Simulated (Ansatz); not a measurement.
The system is BaTiO3.

```xyz
10
Lattice="-0.0916 0.0228 -3.9624 3.8809 4.1318 0.0685 3.9232 -4.1741 0.1139" Properties=species:S:1:pos:R:3 pbc="T T T"
Ba   -0.0891    0.0216   -3.9524
Ba    3.8099   -0.0081   -3.8705
Ti    5.8057   -2.0917   -1.8364
Ti    5.7813    2.0621   -1.8706
O     5.7605   -2.0831   -3.8105
O     5.8496    2.0349    0.1179
O     1.9215   -0.0035   -1.9120
O     5.8095   -0.0035   -1.8420
O     3.8686   -2.0813   -1.8916
O     3.8553    2.0567   -1.9035
```

Program: Ansatz 0.2.0. Alike in all runs: potentials or basis Ansatz PAW; cell as given; smearing fermi-dirac 0.05 eV.

Problem. Order these runs on this cell by their pressure, lowest first.
A. level PBEsol; spin SOC, no magnetisation; k mesh 7 × 5 × 5; cutoff (eV) 420; points for each segment of the path 10
B. level PBE; spin off; k mesh 9 × 7 × 7; cutoff (eV) 420
C. level r2SCAN; spin off; k mesh 7 × 5 × 5; cutoff (eV) 500; points for each segment of the path 10

Solution. A (-3.4 GPa), C (-0.3 GPa), B (2.9 GPa).

Caveats: the PAW data sets come from PBE, with cores solved anew for the run's functional, which leaves a small shift of forces and pressure (some runs).
